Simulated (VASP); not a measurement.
# Sn (Fd-3m) in VASP: notebook, part 2 of 2

VASP 6.6.1. Earlier steps stand in the parts before.

**5. Relaxation of cell and atoms, vdW-DF-cx**

The input, INCAR:

```
PREC = Accurate ; ENCUT = 600
EDIFF = 1E-7 ; ISMEAR = -1
SIGMA = 0.05 ; LREAL = False
LASPH = True ; NELM = 80
ALGO = Fast ; ISIF = 3
LWAVE = False ; LCHARG = False
GGA = CX ; LUSE_VDW = True
AGGAC = 0.0 ; IBRION = 2
NSW = 40 ; EDIFFG = -0.01
```

The input, KPOINTS:

```
regular mesh
0
Gamma
  7 7 7
```

The input, POSCAR:

```
Sn
1.0
    0.0000000000      3.2333428000      3.2333428000
    3.2333428000      0.0000000000      3.2333428000
    3.2333428000      3.2333428000      0.0000000000
Sn
2
Direct
    0.7500000000      0.7500000000      0.7500000000
    0.5000000000      0.5000000000      0.5000000000
```

Potentials or basis: VASP PAW PBE potentials, release 64 (Sn_d).

The run is started by

```sh
$ cat potpaw_PBE.64/Sn_d/POTCAR > POTCAR
$ mpirun -np 1 vasp_std > vasp.out
```

OUTCAR:

```text
PREC = Accurate
   ENCUT = 600
   EDIFF = 1E-7
   ISMEAR = -1
   LREAL = False
   LASPH = True
   NELM = 80
   ISIF = 3
   GGA = CX
   IBRION = 2
   NSW = 40
   EDIFFG = -0.01

 ion  position               nearest neighbor table
   1  0.750  0.750  0.750-   2 2.80   2 2.80   2 2.80   2 2.80
   2  0.500  0.500  0.500-   1 2.80   1 2.80   1 2.80   1 2.80

  LATTYP: Found a face centered cubic cell.
 ALAT       =     6.4666856000

  Lattice vectors:

 A1 = (   0.0000000000,   3.2333428000,   3.2333428000)
 A2 = (   3.2333428000,   0.0000000000,   3.2333428000)
 A3 = (   3.2333428000,   3.2333428000,   0.0000000000)

Analysis of symmetry for initial positions (statically):
=====================================================================
 Subroutine PRICEL returns:
 Original cell was already a primitive cell.

 Routine SETGRP: Setting up the symmetry group for a
 face centered cubic supercell.

 Subroutine GETGRP returns: Found 48 space group operations
 (whereof 24 operations were pure point group operations)
 out of a pool of 48 trial point group operations.

The static configuration has the point symmetry T_d .
 The point group associated with its full space group is O_h .

Analysis of symmetry for dynamics (positions and initial velocities):
=====================================================================
 Subroutine PRICEL returns:
 Original cell was already a primitive cell.

 Routine SETGRP: Setting up the symmetry group for a
 face centered cubic supercell.

 Subroutine GETGRP returns: Found 48 space group operations
 (whereof 24 operations were pure point group operations)
 out of a pool of 48 trial point group operations.

The dynamic configuration has the point symmetry T_d .
 The point group associated with its full space group is O_h .

 Subroutine INISYM returns: Found 48 space group operations
 (whereof 24 operations are pure point group operations),
 and found     1 'primitive' translations

----------------------------------------------------------------------------------------

                                     Primitive cell
[... 98 lines left out ...]
   NUPDOWN=      -1.0000    fix difference up-down
   EMIN   =  10.00;   EMAX   =-10.00  energy-range for DOS
   EFERMI =   0.00;   METHOD = LEGACY
   ISMEAR =    -1;   SIGMA  =   0.05  broadening in eV -4-tet -1-fermi 0-gaus
   EFERMI_NEDOS =   21; number of points for ismear=-14 and -15
   IALGO  =     68    algorithm
   IMIX   =      4    mixing-type and parameters
     AMIX     =   0.40;   BMIX     =  1.00
     AMIX_MAG =   1.60;   BMIX_MAG =  1.00
  volume/ion in A,a.u.               =      33.80       228.11
  Fermi-wavevector in a.u.,A,eV,Ry     =   1.220298  2.306028 20.260793  1.489126
  Thomas-Fermi vector in A             =   2.355520
   LORBIT       =      0    0 simple, 1 ext, 2 COOP (PROOUT), +10 PAW based schemes
   GGA     = CX    functional components
   LHFCALC =     F    Hartree Fock is set to
   AEXX    =    0.0000 exact exchange contribution
   IVDW_NL    =     1    kernel type
   BPARAM     = 6.3000
   IVDW    =     0    specifies the selected vdW correction
   LEPSILON=     F    determine dielectric tensor
   LRPA    =     F    only Hartree local field effects (RPA)
 conjugate gradient relaxation of ions
 non-spin polarized calculation
 RMM-DIIS sequential band-by-band and
  energy-cutoff  :      600.00
  volume of cell :       67.61
 maximum number of plane-waves:      2281
 NGX is ok and might be reduce to    40
   NGX = 19   NGY = 19   NGZ = 19

--------------------------------------- Ionic step        1  -------------------------------------------

 number of electron      28.0000005 magnetization

 Free energy of the ion-electron system (eV)
  ---------------------------------------------------
  ext. energy  EPLUGINS =         0.00000000
  ---------------------------------------------------
  free energy    TOTEN  =        -1.44759121 eV

  energy without entropy =       -1.44561831  energy(sigma->0) =       -1.44660476

------------------------ aborting loop because EDIFF is reached ----------------------------------------

  FORCE on cell =-STRESS in cart. coord.  units (eV):
  Direction    XX          YY          ZZ          XY          YZ          ZX
  --------------------------------------------------------------------------------------
  -------------------------------------------------------------------------------------
  Total        0.7639424      0.7639424      0.7639424     -0.0000000      0.0000000      0.0000000
  in kB       18.1044756     18.1044756     18.1044756     -0.0000000      0.0000000      0.0000000
  external PRESSURE =      18.1044756 kB  Pullay stress =       0.0000000 kB
[... 63 lines left out ...]
--------------------------------------- Ionic step        3  -------------------------------------------

 number of electron      28.0000001 magnetization

 Free energy of the ion-electron system (eV)
  ---------------------------------------------------
  ext. energy  EPLUGINS =         0.00000000
  ---------------------------------------------------
  free energy    TOTEN  =        -1.46263531 eV

  energy without entropy =       -1.45966365  energy(sigma->0) =       -1.46114948

 E-fermi :   5.0948     XC(G=0):  -8.8726

 val. band max:        4.9585410497   @ k =   0.1429   0.0000   0.0000
 cond. band min:       5.1198113241   @ k =   0.4286   0.0000   0.0000
 fundamental gap:      0.1612702744
 Fermi energy:         5.0947603202

 k-point     1 :       0.0000    0.0000    0.0000
  band No.  band energies     occupation
      1     -16.3587      2.00000
      2     -16.3587      2.00000
      3     -16.3587      2.00000
      4     -16.3021      2.00000
      5     -16.3021      2.00000
      6     -16.0161      2.00000
[... 442 lines left out ...]
  energy  without entropy=       -1.4596636539  energy(sigma->0) =       -1.46114948

Total vdW correction in eV:      5.1705807

 reached required accuracy - stopping structural energy minimisation
```

OSZICAR:

```text
N       E                     dE             d eps       ncg     rms          rms(c)
DAV:   1     0.223079528213E+03    0.22308E+03   -0.16536E+04   720   0.249E+03
DAV:   2     0.194917265181E+02   -0.20359E+03   -0.20194E+03   722   0.473E+02
DAV:   3    -0.887296895413E+00   -0.20379E+02   -0.20249E+02   832   0.152E+02
[... 33 lines left out ...]
RMM:   6    -0.146263359596E+01    0.12858E-04   -0.11790E-04   846   0.137E-01    0.126E-02
RMM:   7    -0.146263401250E+01   -0.41654E-06   -0.44528E-05   895   0.603E-02    0.235E-03
RMM:   8    -0.146263504743E+01   -0.10349E-05   -0.82061E-06   800   0.385E-02    0.333E-03
RMM:   9    -0.146263531571E+01   -0.26828E-06   -0.55215E-06   957   0.225E-02    0.101E-03
RMM:  10    -0.146263530571E+01    0.10001E-07   -0.67830E-07   646   0.761E-03
   3 F= -.14626353E+01 E0= -.14611495E+01  d E =-.150441E-01
```

CONTCAR:

```text
Sn
   1.00000000000000
    -0.0000000000000000    3.2769925391192785    3.2769925391192785
     3.2769925391192785    0.0000000000000000    3.2769925391192785
     3.2769925391192785    3.2769925391192785    0.0000000000000000
  Sn
     2
Direct
     0.7500000000000000    0.7500000000000000    0.7500000000000000
     0.5000000000000000    0.5000000000000000    0.5000000000000000

  0.00000000E+00  0.00000000E+00  0.00000000E+00
  0.00000000E+00  0.00000000E+00  0.00000000E+00
```

It took 4.6 min on 1 thread of Intel Xeon 6975P-C (Granite Rapids), shared host; peak memory 0.58 GiB.

What came out:

- Free energy: -1.4626 eV
- Relaxed volume: 35.19 Å³/atom
- Relaxed cell: a = 4.634 Å, b = 4.634 Å, c = 4.634 Å, α = 60.00°, β = 60.00°, γ = 60.00°
- Space group after relaxing (to 0.05 Å): Fd-3m (No. 227)
- Energy gained by relaxing: 7.5 meV/atom
- Ionic steps: 3
- Pressure after relaxing: 0.0 GPa
- Band gap on the k mesh: none (metal or under the smearing width)

Step by step:
```csv
step,energy change (eV),largest force (eV/Å),pressure (GPa),volume (Å³)
1,0.0000,0.0000,1.81,67.61
2,-0.0132,0.0000,-0.56,71.41
3,-0.0150,0.0000,0.00,70.38
```

Final structure:
```
CELL_PARAMETERS angstrom
0.00000 3.27699 3.27699
3.27699 0.00000 3.27699
3.27699 3.27699 0.00000
ATOMIC_POSITIONS crystal
Sn 0.75000 0.75000 0.75000
Sn 0.50000 0.50000 0.50000
```

Caveat: the PAW data sets were made with another functional, which shifts forces and pressure a little.

**6. Relaxation of cell and atoms, vdW-DF2**

The input, INCAR:

```
SYSTEM = Sn
PREC = Accurate
ENCUT = 600
EDIFF = 1E-6
ISMEAR = -1
SIGMA = 0.05
LREAL = .False.
LASPH = .True.
NELM = 60
ALGO = Fast
ISIF = 3
LWAVE = .False.
LCHARG = .False.
GGA = ML
LUSE_VDW = .True.
AGGAC = 0.0
ZAB_VDW = -1.8867
IBRION = 2
NSW = 60
EDIFFG = -0.005
```

The input, KPOINTS:

```
regular mesh
0
Gamma
  7 7 7
  0 0 0
```

POSCAR is that of step 5.

Potentials or basis: VASP PAW PBE potentials, release 64 (Sn_d).

The run is started by

```sh
$ cat potpaw_PBE.64/Sn_d/POTCAR > POTCAR
$ mpirun -np 1 vasp_std > vasp.out
```

It took 6.3 min on 1 thread of Intel Xeon 6975P-C (Granite Rapids), shared host; peak memory 0.57 GiB.

Results (log left out):

```yaml
Free_energy: -0.7758 eV
Relaxed_volume: 40.72 Å³/atom
Relaxed_cell: a = 4.865 Å, b = 4.865 Å, c = 4.865 Å, α = 60.00°, β = 60.00°, γ = 60.00°
Space_group_after_relaxing_to_0.05_Å: Fd-3m (No. 227)
Energy_gained_by_relaxing: 139.0 meV/atom
Ionic_steps: 7
Pressure_after_relaxing: 0.0 GPa
Band_gap_on_the_k_mesh: none (metal or under the smearing width)
```

Step by step:
```tsv
step	energy change (eV)	largest force (eV/Å)	pressure (GPa)	volume (Å³)
1	0.0000	0.0000	7.73	67.61
2	-0.2671	0.0000	-0.98	84.85
3	-0.2779	0.0000	0.07	81.24
4	-0.2779	0.0000	-0.04	81.53
5	-0.2779	0.0000	0.03	81.41
6	-0.2779	0.0000	-0.03	81.46
7	-0.2779	0.0000	0.01	81.43
```

Final structure:
```
CELL_PARAMETERS angstrom
0.00000 3.44024 3.44024
3.44024 0.00000 3.44024
3.44024 3.44024 0.00000
ATOMIC_POSITIONS crystal
Sn 0.75000 0.75000 0.75000
Sn 0.50000 0.50000 0.50000
```

Levels at points of the mesh, in eV from the Fermi level:
```csv
k point,band 10,band 11,band 12,band 13,band 14,band 15,band 16,band 17,band 18
"(0.00, 0.00, 0.00)",-21.09,-9.45,-1.90,0.26,0.26,0.26,2.24,2.24,2.24
```

Caveat: the volume moved by over 15 % at a fixed basis, so the end points are rough; the PAW data sets were made with another functional, which shifts forces and pressure a little; the volume moved by +20 % from the deposited cell, more than functionals usually miss. Zero-point motion and thermal expansion aren't in these numbers.

**7. The reference run**

An earlier run on the cell as given: functional PBE; potentials or basis VASP PAW PBE potentials, release 64 (Sn_d); cutoff 520 eV; k mesh 7 × 7 × 7; occupations fermi-dirac, width 0.05 eV; no spin polarisation.

- Pressure: 3.8 GPa
- Band gap on the k mesh: none (metal or under the smearing width)

**8. Overview**

```tsv
task	level	cell	k mesh	cutoff (eV)	smearing	ladder	gap on the mesh (eV)	pressure (GPa)	relaxed volume (Å³/atom)
relaxation of cell and atoms	PBEsol	relaxed	6 × 6 × 6	600	fermi-dirac 0.05 eV	gaps	none	0.0	34.97
relaxation of cell and atoms	PBE	relaxed	6 × 6 × 6	600	fermi-dirac 0.05 eV	gaps	none	0.0	36.85
single point	PBE	as given	7 × 7 × 7	520	gaussian 0.013 eV	-	none	3.8	-
relaxation of cell and atoms	vdW-DF-cx	relaxed	7 × 7 × 7	600	fermi-dirac 0.05 eV	-	none	0.0	35.19
relaxation of cell and atoms	vdW-DF2	relaxed	7 × 7 × 7	600	fermi-dirac 0.05 eV	-	none	0.0	40.72
single point	PBE	as given	7 × 7 × 7	520	fermi-dirac 0.05 eV	-	none	3.8	-
```

Alike in all rows: potentials or basis VASP PAW PBE potentials, release 64 (Sn_d); no spin polarisation.

Caveats: the PAW data sets were made with another functional, which shifts forces and pressure a little (some runs); the volume moved by over 15 % at a fixed basis, so the end points are rough (some runs); the volume moved by +20 % from the deposited cell, more than functionals usually miss (some runs).

Total energies depend on the potentials used, so only differences within one code and one set of settings carry meaning.
